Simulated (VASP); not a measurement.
A calculation with VASP 6.6.1 of MnO2 (ASE script, structure from a CIF):

Contents of run.py:

```python
from ase.calculators.vasp import Vasp
from ase.dft.bandgap import bandgap
from ase.io import read

atoms = read('MnO2.cif', primitive_cell=True, subtrans_included=False)
atoms.set_initial_magnetic_moments([4.0, 4.0, 0.0, 0.0, 0.0, 0.0])
calc = Vasp(
    directory='calc',
    xc='pbesol',
    pp='PBE',
    setups={'base': 'minimal', 'Mn': '_GW', 'O': '_GW'},
    prec='Accurate',
    encut=550,
    ediff=1e-06,
    ismear=0,
    sigma=0.1,
    lreal=False,
    lasph=True,
    nelm=120,
    algo='Normal',
    isif=2,
    lwave=False,
    lcharg=False,
    ispin=2,
    lorbit=11,
    lmaxmix=4,
    kpts=[9, 7, 5],
    gamma=True,
    nbands=32,
)
atoms.calc = calc

print('energy (eV):', atoms.get_potential_energy())
print('free energy (eV):', atoms.get_potential_energy(force_consistent=True))
print('forces (eV/A):')
print(atoms.get_forces())
print('stress (eV/A^3, Voigt):', atoms.get_stress())
print('Fermi level (eV):', calc.get_fermi_level())
print('moment (muB):', atoms.get_magnetic_moment())
print('site moments (muB):', atoms.get_magnetic_moments())
gap, top, bottom = bandgap(calc)
print('band gap (eV):', gap, 'from (spin, k, band)', top, 'to', bottom)
```

MnO2.cif

```cif
data_MnO2
_cell_length_a 2.90415800
_cell_length_b 3.84481000
_cell_length_c 6.16426400
_cell_angle_alpha 90.00000000
_cell_angle_beta 90.00000000
_cell_angle_gamma 90.00000000
_space_group_name_H-M_alt 'Pmmn'
_space_group_name_Hall 'P 2 2ab -1ab'
_space_group_IT_number 59
loop_
_space_group_symop_operation_xyz
'x,y,z'
'-x,-y,z'
'x+1/2,-y+1/2,-z'
'-x+1/2,y+1/2,-z'
'-x+1/2,-y+1/2,-z'
'x+1/2,y+1/2,-z'
'-x,y,z'
'x,-y,z'
loop_
_atom_site_label
_atom_site_type_symbol
_atom_site_symmetry_multiplicity
_atom_site_Wyckoff_symbol
_atom_site_fract_x
_atom_site_fract_y
_atom_site_fract_z
_atom_site_occupancy
Mn1 Mn 2 a 0.5000000000 0.5000000000 0.3433015000 1
O1 O 2 b 0.5000000000 0.0000000000 0.8375675000 1
O2 O 2 b 0.5000000000 0.0000000000 0.4217995000 1
```

Potentials or basis: VASP PAW PBE potentials, release 64 (Mn_GW, O_GW).

Run with:

```console
$ python run.py
```

Measurements of this composition are mostly on another form, of space group No. 136.

Q: Write the same calculation in another form: native input, structure from a POSCAR.

A: As run:

Contents of INCAR:

```
ALGO     = Fast           # electronic algorithm
EDIFF    = 1E-6           # SCF threshold, eV
ENCUT    = 550            # plane-wave cutoff, eV
GGA      = PS             # functional
ISIF     = 2              # what is computed and relaxed
ISMEAR   = 0              # smearing method
ISPIN    = 2              # spin polarisation
LASPH    = True           # aspherical terms in the spheres
LCHARG   = False          # write CHGCAR
LMAXMIX  = 4              # l up to which the mixer works
LORBIT   = 11             # projections on sites
LREAL    = False          # projectors in reciprocal space
LWAVE    = False          # write WAVECAR
MAGMOM   = 4 4 0 0 0 0    # initial moments
NELM     = 150            # most SCF steps
PREC     = Accurate       # precision mode
SIGMA    = 0.1            # smearing width, eV
```

File KPOINTS:

```
k-points
0
Gamma
  9 7 5
```

The input POSCAR:

```
MnO2
2.9042
    0.999985538186      0.000000000000      0.000000000000
    0.000000000000      1.323879209421      0.000000000000
    0.000000000000      0.000000000000      2.122534260726
Mn O
2 4
Direct
    0.5000000000      0.5000000000      0.3433015000
    0.0000000000      0.0000000000      0.6566985000
    0.5000000000      0.0000000000      0.8375675000
    0.0000000000      0.5000000000      0.1624325000
    0.5000000000      0.0000000000      0.4217995000
    0.0000000000      0.5000000000      0.5782005000
```

Potentials or basis: VASP PAW PBE potentials, release 64 (Mn_GW, O_GW).

Command:

```console
$ cat potpaw_PBE.64/Mn_GW/POTCAR potpaw_PBE.64/O_GW/POTCAR > POTCAR
$ mpirun -np 1 vasp_std > vasp.out
```

Both were run:

|  | ASE script, structure from a CIF | native input, structure from a POSCAR |
| --- | --- | --- |
| Pressure | -13.7 GPa | -13.7 GPa |
| Largest force | 1.121 eV/Å | 1.121 eV/Å |
| Band gap on the k mesh | none (metal or under the smearing width) | none (metal or under the smearing width) |
| Net moment | 6.00 μB per cell | 6.00 μB per cell |
| Site moments | Mn +2.77; O +0.11, -0.01 μB | Mn +2.77; O +0.11, -0.01 μB |
| Valence electrons inside the program's atomic spheres | Mn 6.18; O 4.84, 4.90 | Mn 6.18; O 4.84, 4.90 |

Keys that steer only the numerical path or the files written may differ.

Caveat: the PAW data sets were made with another functional, which shifts forces and pressure a little; semilocal functionals often make such compounds metallic where correlation or magnetic order opens a gap, which also shifts bond lengths; only a ferromagnetic start was run, and an antiferromagnetic order may lie lower in energy.
